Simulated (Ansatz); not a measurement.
# Li: the cost of one run

Program: Ansatz 0.2.0. Level of theory: DFT r2SCAN, scalar-relativistic, plane waves, PAW. These are calculated values, not measurements.

2 further runs of the same task are left out: 1 that didn't finish, 1 set aside as unsound or not needed.

### 1 Starting point

Symmetry: Fm-3m, No. 225, cubic system. The conventional cell has a = 4.322 Å, b = 4.322 Å, c = 4.322 Å, α = 90.00°, β = 90.00°, γ = 90.00°. Li (site symmetry m-3m) is surrounded by 12 Li at 3.06 Å.

Structure file:

```xyz
1
Lattice="0.0000 2.1616 2.1608 2.1610 0.0000 2.1608 2.1610 2.1616 0.0000" Properties=species:S:1:pos:R:3 pbc="T T T"
Li    2.1610    2.1616    2.1608
```

The cell was relaxed beforehand at this level, from a generated guess; it needn't be the stable form of this composition. At a tolerance of 0.05 Å it has space group Fm-3m (No. 225); it has 20.19 Å³/atom, an uncorrected energy of -0.00 eV/atom over the standard state and, on its mesh, gap none (metal).

### 2 The same geometry with r2SCAN

File input.yaml:

```yaml
crystal:
  lattice:
    - [0.0, 2.1616240828, 2.1607679895]
    - [2.1610122527, 0.0, 2.1607679895]
    - [2.1610122527, 2.1616240828, 0.0]
  atoms:
    - { symbol: Li, position: [0.5, 0.5, 0.5] }
basis:
  ecutwfc: 500
kpoints:
  mp_grid: { grid: [22, 22, 22] }
  band_path:
    path:
      - [[0.0, 0.0, 0.0], [0.0, -0.5, -0.5], [0.24985853, -0.25014147, -0.5]]
      - [[-0.24985853, 0.25014147, -0.5], [-0.5, 0.0, -0.5], [-0.5, -0.25019803, -0.75019803]]
      - [[0.5, 0.25019803, -0.24980197], [0.5, 0.5, 0.0], [0.25005656, 0.5, -0.24994344]]
      - [[-0.25005656, -0.5, -0.75005656], [0.0, -0.5, -0.5]]
    npoints: 14
hamiltonian:
  xc: r2scan
scf:
  occupations: { method: gaussian, width: 0.1 }
  n_extra_bands: 6
output:
  forces: true
  stress: true
  eigenvalues: true
  populations: true
  dos: { projected: true, de: 0.02, nscf_kmesh: { grid: [27, 27, 27] } }
  bader: true
  write_density: true
  write_potential: true
  elf: true
  volumetric_format: npy
```

On the command line:

```console
ansatz run input.yaml --threads 1 --pin off --max-ram 2560MiB --backend cpu --events-out ev --progress --plain --runs-dir out
```

What time and memory should one allow on 1 thread of Arm Neoverse V1, shared host?

About 2.7 min, with a peak of 0.7 GiB.
